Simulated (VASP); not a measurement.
Zn: single point with PBEsol

Crystal: Zn.

```
Zn
1.0
     0.00000    1.92118    1.92118
     1.92118    0.00000    1.92118
     1.92118    1.92118    0.00000
Zn
1
Cartesian
  0.1653 -0.0456 0.0032
```

This isn't the form of Zn at room conditions, which is hcp.

```yaml
Program: VASP 6.6.1
Task: single point
Functional: PBEsol
Potentials_or_basis: VASP PAW PBE potentials, release 64 (Zn)
Cutoff: 520 eV
k_mesh: 8 × 8 × 8
Occupations: gaussian, width 0.15 eV
Spin: no spin polarisation
```

The pressure is 0.4 GPa. The band gap on the k mesh is none (metal or under the smearing width).

Levels at points of the mesh, in eV from the Fermi level:
```csv
k point,band 3,band 4,band 5,band 6,band 7,band 8,band 9,band 10
"(0.00, 0.00, 0.00)",-7.47,-7.47,-7.03,-7.03,19.51,19.51,19.51,19.74
"(0.50, 0.00, 0.00)",-7.47,-6.71,-6.71,-2.90,-0.96,16.34,16.34,18.21
"(0.50, 0.50, 0.00)",-6.72,-6.63,-6.63,-0.88,2.29,9.06,9.06,12.84
```

Wall time 3.3 s on 1 thread of AMD EPYC 9R45 96-Core Processor (Zen 5) (shared host), peak memory 0.09 GiB.

Caveat: the PAW data sets were made with another functional, which shifts forces and pressure a little.
